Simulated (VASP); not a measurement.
# GaAs (F-43m) in VASP: notebook

One crystal, GaAs, is run at these levels: PBE; tasks: G0W0 quasiparticle levels.

Program: VASP 6.6.1. These are calculated values, not measurements. Logs are shortened: lines on timing, memory, paths and dates and some standing lists are left out, and cuts for length are marked.

### 1 Starting point

Symmetry: F-43m, No. 216, cubic system. The conventional cell has a = 5.654 Å, b = 5.654 Å, c = 5.654 Å, α = 90.00°, β = 90.00°, γ = 90.00°. Around As (site symmetry -43m) lie 4 Ga at 2.45 Å. Around Ga (site symmetry -43m) lie 4 As at 2.45 Å.

### 2 G0W0 quasiparticle levels, PBE

Contents of POSCAR:

```
GaAs
1.0
    0.0000000000      2.8268500000      2.8268500000
    2.8268500000      0.0000000000      2.8268500000
    2.8268500000      2.8268500000      0.0000000000
As Ga
1 1
Direct
    0.7500000000      0.7500000000      0.7500000000
    0.0000000000      0.0000000000      0.0000000000
```

Contents of INCAR.step1:

```
SYSTEM = GaAs
PREC = Accurate
ENCUT = 450
EDIFF = 1E-8
ISMEAR = 0
SIGMA = 0.01
LREAL = .FALSE.
LASPH = .TRUE.
NELM = 60
ALGO = Fast
LWAVE = .TRUE.
LCHARG = .FALSE.
GGA = PE
```

Contents of INCAR.step2:

```
SYSTEM = GaAs
PREC = Accurate
ENCUT = 450
EDIFF = 1E-8
ISMEAR = 0
SIGMA = 0.01
LREAL = .FALSE.
LASPH = .TRUE.
NELM = 1
ALGO = Exact
LWAVE = .TRUE.
LCHARG = .FALSE.
GGA = PE
NBANDS = 117
LOPTICS = .TRUE.
ISTART = 1
```

Contents of INCAR.step3:

```
SYSTEM = GaAs
PREC = Accurate
ENCUT = 450
EDIFF = 1E-8
ISMEAR = 0
SIGMA = 0.01
LREAL = .FALSE.
LASPH = .TRUE.
ALGO = EVGW0
LWAVE = .FALSE.
LCHARG = .FALSE.
GGA = PE
NELMGW = 1
NBANDS = 117
ENCUTGW = 150
NOMEGA = 48
PRECFOCK = Fast
ISTART = 1
NBANDSGW = 17
```

Contents of KPOINTS:

```
Automatic mesh
0
G
  3 3 3
  0 0 0
```

Potentials or basis: VASP PAW PBE potentials, release 64 (As_GW, Ga_d_GW).

Launch:

```console
$ cat potpaw_PBE.64/As_GW/POTCAR potpaw_PBE.64/Ga_d_GW/POTCAR > POTCAR
$ cp INCAR.step1 INCAR
$ mpirun -np 1 vasp_std > vasp.out
$ cp INCAR.step2 INCAR
$ mpirun -np 1 vasp_std > vasp.out
$ cp INCAR.step3 INCAR
$ mpirun -np 1 vasp_std > vasp.out
```

OUTCAR:

```text
SYSTEM = GaAs
   PREC = Accurate
   ENCUT = 450
   EDIFF = 1E-8
   ISMEAR = 0
   LREAL = .FALSE.
   LASPH = .TRUE.
   GGA = PE
   NELMGW = 1
   ENCUTGW = 150
   PRECFOCK = Fast
   ISTART = 1

 Found      4 irreducible k-points:

 Following reciprocal coordinates:
            Coordinates               Weight
  0.000000  0.000000  0.000000      1.000000
  0.333333  0.000000  0.000000      8.000000
  0.333333  0.333333  0.000000      6.000000
 -0.333333  0.333333  0.000000     12.000000
   k-points           NKPTS =      4   k-points in BZ     NKDIM =     27   number of bands    NBANDS=    117
   number of dos      NEDOS =    301   number of ions     NIONS =      2
   total plane-waves  NPLWV =  21952
   dimension x,y,z NGX =    28 NGY =   28 NGZ =   28
   dimension x,y,z NGXF=    56 NGYF=   56 NGZF=   56
   ions per type =               1   1
   NGX,Y,Z   is equivalent  to a cutoff of  11.64, 11.64, 11.64 a.u.
   NGXF,Y,Z  is equivalent  to a cutoff of  23.29, 23.29, 23.29 a.u.
 SYSTEM =  GaAs
   PREC   = accura    normal or accurate (medium, high low for compatibility)
   ISTART =      1    job   : 0-new  1-cont  2-samecut
   ICHARG =      0    charge: 1-file 2-atom 10-const
   ISPIN  =      1    spin polarized calculation?
   LNONCOLLINEAR =      F non collinear calculations
   LSORBIT =      F    spin-orbit coupling
   LASPH  =      T    aspherical Exc in radial PAW
   ENCUT  =  450.0 eV  33.07 Ry    5.75 a.u.   6.91  6.91  6.91*2*pi/ulx,y,z
   NELM   =     60;   NELMIN=  2; NELMDL=  0     # of ELM steps
   EDIFF  = 0.1E-07   stopping-criterion for ELM
   LREAL  =      F    real-space projection
   EDIFFG = 0.1E-06   stopping-criterion for IOM
   NSW    =      0    number of steps for IOM
   IBRION =     -1    ionic relax: 0-MD 1-quasi-New 2-CG
   NFREE  =      0    steps in history (QN), initial steepest desc. (CG)
   ISIF   =      0    stress and relaxation
   ISYM   =      3    0-nonsym 1-usesym 2-fastsym
   POTIM  = 0.5000    time-step for ionic-motion
   TEBEG  =    0.0;   TEEND  =   0.0 temperature during run
   PSTRESS=    0.0 pullay stress
   NELECT =      18.0000    total number of electrons
   NUPDOWN=      -1.0000    fix difference up-down
   EMIN   =  10.00;   EMAX   =-10.00  energy-range for DOS
   EFERMI =   0.00;   METHOD = LEGACY
   ISMEAR =     0;   SIGMA  =   0.01  broadening in eV -4-tet -1-fermi 0-gaus
   EFERMI_NEDOS =   21; number of points for ismear=-14 and -15
   IALGO  =     38    algorithm
   IMIX   =      4    mixing-type and parameters
     AMIX     =   0.40;   BMIX     =  1.00
     AMIX_MAG =   1.60;   BMIX_MAG =  1.00
  volume/ion in A,a.u.               =      22.59       152.44
  Fermi-wavevector in a.u.,A,eV,Ry     =   1.204628  2.276417 19.743799  1.451128
  Thomas-Fermi vector in A             =   2.340347
   LORBIT       =      0    0 simple, 1 ext, 2 COOP (PROOUT), +10 PAW based schemes
   GGA     = PE    functional components
   LHFCALC =     T    Hartree Fock is set to
   PRECFOCK=fast      Normal, Fast or Accurate (Low or Medium for compatibility)
   ENCUT4O =  -1.0   cutoff for four orbital integrals eV
   NKREDX  =     1    reduce k-point grid by
   NKREDY  =     1    reduce k-point grid by
   NKREDZ  =     1    reduce k-point grid by
   AEXX    =    1.0000 exact exchange contribution
   HFSCREEN=    0.0000 screening length (either q_TF or 0.3 A-1)
   HFSCREENC=   0.0000 screening length for correlation (either q_TF or 0.3 A-1)
   ENCUTFOCK=  -1.0 apply spherical cutoff to Coloumb kernel
   IVDW    =     0    specifies the selected vdW correction
   LEPSILON=     F    determine dielectric tensor
   LRPA    =     F    only Hartree local field effects (RPA)
   LRPAFORCE           =     F    calculate RPA forces
   ENCUTGW             = 150.0    cutoff for response function in eV
   ENCUTGWSOFT         = 120.0    soft cutoff for Coulomb kernel in GW response function in eV
   ENCUTLF             =  -1.0    cutoff for local field effects
   NELMGW              =     1    number of iterations in solving QP/BSE equation
   NELMHF              =     1    number of iterations in the inner HF iteration
   NKREDLFX            =     1    NKREDLFY  =   1   NKREDLFZ  =   1
 non-spin polarized calculation
 Gauss-broadening in eV      SIGMA  =   0.01
  energy-cutoff  :      450.00
  volume of cell :       45.18
 maximum number of plane-waves:      1002
  NGX = 16; NGY = 16; NGZ = 16
   NGX = 13   NGY = 13   NGZ = 13
 maximum number of plane-waves:       194

 QP shifts <psi_nk| G(iteration)W_0 |psi_nk>: iteration 1
 for sc-GW calculations column KS-energies equals QP-energies in previous step
 and V_xc(KS)=  KS-energies - (<T + V_ion + V_H > + <T+V_H+V_ion>^1  + <V_x>^1)

 k-point   1 :       0.0000    0.0000    0.0000
  band No.  KS-energies  QP-energies   sigma(KS)   V_xc(KS)     V^pw_x(r,r')   Z            occupation Imag(sigma)

      1     -10.9652     -13.1706     -24.9408     -21.7129     -35.0607       0.6832       2.0000       0.3253
      2     -10.9652     -13.1706     -24.9408     -21.7129     -35.0607       0.6832       2.0000       0.3253
      3     -10.9652     -13.1706     -24.9408     -21.7129     -35.0607       0.6832       2.0000       0.3253
      4     -10.8897     -13.1118     -25.0594     -21.8097     -35.1532       0.6838       2.0000       0.2931
      5     -10.8897     -13.1118     -25.0594     -21.8097     -35.1532       0.6838       2.0000       0.2931
      6      -8.7613      -9.2675     -11.8513     -11.1300     -18.0691       0.7018       2.0000       1.1351
[... 9 lines left out ...]
     16      14.0011      13.9783      -9.8450      -9.8151      -4.4894       0.7644       0.0000      -0.2944
     17      15.4490      15.2355      -7.9147      -7.6397      -2.1672       0.7763       0.0000      -0.4570

 k-point   2 :       0.3333    0.0000    0.0000
  band No.  KS-energies  QP-energies   sigma(KS)   V_xc(KS)     V^pw_x(r,r')   Z            occupation Imag(sigma)

      1     -11.0225     -13.1773     -24.5881     -21.4304     -34.6357       0.6824       2.0000       0.3450
      2     -10.9498     -13.1603     -24.9721     -21.7414     -35.0934       0.6842       2.0000       0.3225
      3     -10.9498     -13.1603     -24.9721     -21.7414     -35.0934       0.6842       2.0000       0.3225
      4     -10.8879     -13.1135     -25.0630     -21.8152     -35.1625       0.6852       2.0000       0.2925
      5     -10.8879     -13.1135     -25.0630     -21.8152     -35.1625       0.6852       2.0000       0.2925
      6      -7.6086      -8.1070     -12.4316     -11.7148     -18.3635       0.6952       2.0000       0.9340
[... 9 lines left out ...]
     16      13.5616      13.4684      -9.4076      -9.2856      -3.9861       0.7641       0.0000      -0.3209
     17      17.4297      17.4264      -9.3964      -9.3920      -3.0327       0.7624       0.0000      -0.6591

 k-point   3 :       0.3333    0.3333    0.0000
  band No.  KS-energies  QP-energies   sigma(KS)   V_xc(KS)     V^pw_x(r,r')   Z            occupation Imag(sigma)

      1     -11.0487     -13.1900     -24.5359     -21.3931     -34.5827       0.6814       2.0000       0.3490
      2     -10.9292     -13.1498     -25.0271     -21.7888     -35.1581       0.6857       2.0000       0.3192
      3     -10.9292     -13.1498     -25.0271     -21.7888     -35.1581       0.6857       2.0000       0.3192
      4     -10.9078     -13.1169     -24.9947     -21.7545     -35.0769       0.6818       2.0000       0.2948
      5     -10.8802     -13.1095     -25.0750     -21.8295     -35.1791       0.6869       2.0000       0.2904
      6      -7.1933      -7.6868     -12.5060     -11.7998     -18.2771       0.6989       2.0000       0.8755
[... 9 lines left out ...]
     16      17.0271      16.9816      -9.1350      -9.0752      -2.9007       0.7601       0.0000      -0.6029
     17      19.2178      19.0219      -8.6512      -8.3959      -2.4711       0.7670       0.0000      -0.7581

 k-point   4 :      -0.3333    0.3333    0.0000
  band No.  KS-energies  QP-energies   sigma(KS)   V_xc(KS)     V^pw_x(r,r')   Z            occupation Imag(sigma)

      1     -11.0523     -13.1838     -24.4901     -21.3600     -34.5293       0.6810       2.0000       0.3537
      2     -10.9358     -13.1521     -25.0018     -21.7622     -35.1196       0.6841       2.0000       0.3148
      3     -10.9284     -13.1506     -25.0250     -21.7908     -35.1572       0.6871       2.0000       0.3202
      4     -10.8975     -13.1150     -25.0349     -21.7897     -35.1296       0.6833       2.0000       0.2930
      5     -10.8864     -13.1128     -25.0592     -21.8146     -35.1595       0.6862       2.0000       0.2911
      6      -6.4238      -6.9007     -12.9887     -12.3079     -18.5480       0.7004       2.0000       0.7713
[... 9 lines left out ...]
     16      18.2111      18.1569      -9.0201      -8.9499      -2.7256       0.7726       0.0000      -0.6951
     17      18.6244      18.4765      -8.4571      -8.2679      -2.3578       0.7820       0.0000      -0.6945
```

Wall time 64 s (1 thread of Intel Xeon Platinum 8259CL at 2.50GHz (Skylake/Cascade Lake), shared host); peak memory 0.28 GiB.

These settings aren't checked as converged: the numbers below hold their error.

What came out:

```
Band gap on the k mesh, mean-field level : 0.49 eV, direct
Quasiparticle gap                        : 1.45 eV
Least direct quasiparticle gap           : 1.45 eV
```

Caveat: the k mesh is coarse (spacing up to 0.64 Å⁻¹), so the values aren't converged; bands, screening cutoff and mesh are small and nothing is extrapolated, so the quasiparticle values aren't converged.

(Part 1 of 2 ends here.)
